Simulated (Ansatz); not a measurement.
MgO under changes of volume

One of the cells (12.265 Å³/atom); the others are scaled copies at fixed shape and fractional positions:

```
Mg O
1.0
     0.00000    2.30616    2.30616
     2.30616    0.00000    2.30616
     2.30616    2.30616    0.00000
Mg O
1 1
Cartesian
  2.3062 2.3062 2.3062
  3.4592 3.4592 3.4592
```

The cell was built by a generator and needn't be a form met in nature.

```yaml
Program: Ansatz 0.2.0
Functional: PBEsol
Potentials_or_basis: Ansatz PAW
Cutoff: "420 eV (not typed: the program's choice for these potentials)"
k_mesh: 10 × 10 × 10
Occupations: fermi-dirac, width 0.05 eV
Spin: no spin polarisation
```

| volume (Å³/atom) | energy over the lowest point (meV/atom) | pressure (GPa) | gap on the mesh (eV) |
| --- | --- | --- | --- |
| 11.529 | 6.33 | 4.8 | 3.70 |
| 11.774 | ? | ? | ? |
| 12.020 | 0.00 | -0.5 | 3.46 |
| 12.265 | 2.44 | -2.8 | 3.36 |
| 12.510 | 8.36 | -4.8 | 3.25 |
| 12.756 | 17.20 | -6.7 | 3.15 |
| 13.001 | 28.72 | -8.4 | 3.05 |

**Question.** What does the run at 11.774 Å³/atom give?

**Answer.** Energy over the lowest point 1.13 meV/atom; pressure 2.0 GPa; gap on the mesh 3.58 eV.

Worked out: A Birch-Murnaghan fit of order 3 (a polynomial in V^(-2/3)) to the other rows has its minimum at 11.97 Å³/atom with B0 = V·E''(V) = 119 GPa and B' = 4.0. It gives 1.12 meV/atom at 11.774 Å³/atom, against the run's 1.13, and -dE/dV = 2.0 GPa, against 2.0. A straight line through the other rows of the gap, of slope -5.39 eV per unit of ln V (its deformation potential), gives 3.58 eV, against the run's 3.58.

Energies are extrapolated to zero smearing.

Caveats: the PAW data sets come from PBE, with cores solved anew for the run's functional, which leaves a small shift of forces and pressure.
